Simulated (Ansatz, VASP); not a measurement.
## Two plane-wave programs on CdS (Hawleyite)

```
Cd S
1.0
     0.00000    2.91231    2.91231
     2.91231    0.00000    2.91231
     2.91231    2.91231    0.00000
Cd S
1 1
Cartesian
  0.0000 0.0000 0.0000
  1.4562 1.4562 1.4562
```

Alike in both runs: functional PBEsol; k mesh 8 × 8 × 8; occupations gaussian, width 0.02 eV; no spin polarisation.

Ansatz relaxed the structure, and its values are those at the end. VASP's run is a single point on that final structure, the one shown.

```csv
,VASP,Ansatz
version,VASP 6.6.1,Ansatz 0.2.0
potentials or method,"VASP PAW PBE potentials, release 64 (Cd, S)","scalar-relativistic, plane waves, PAW"
plane-wave cutoff (eV),520,420
valence electrons in the cell,18,26
```

Ansatz gave:

| Item | Value |
| --- | --- |
| gap on the k mesh at the Fermi level (eV) | 1.01 |
| least direct gap on the mesh (eV) | 1.01 |
| pressure (GPa) | 0.0 |

Q: What did VASP give for the same quantities?

A: gap on the k mesh at the Fermi level (eV): 1.02; least direct gap on the mesh (eV): 1.02; pressure (GPa): 0.4.

The two sets of potentials don't hold the same shells in valence.

Caveats: the PAW data sets were made with another functional, which shifts forces and pressure a little (VASP).
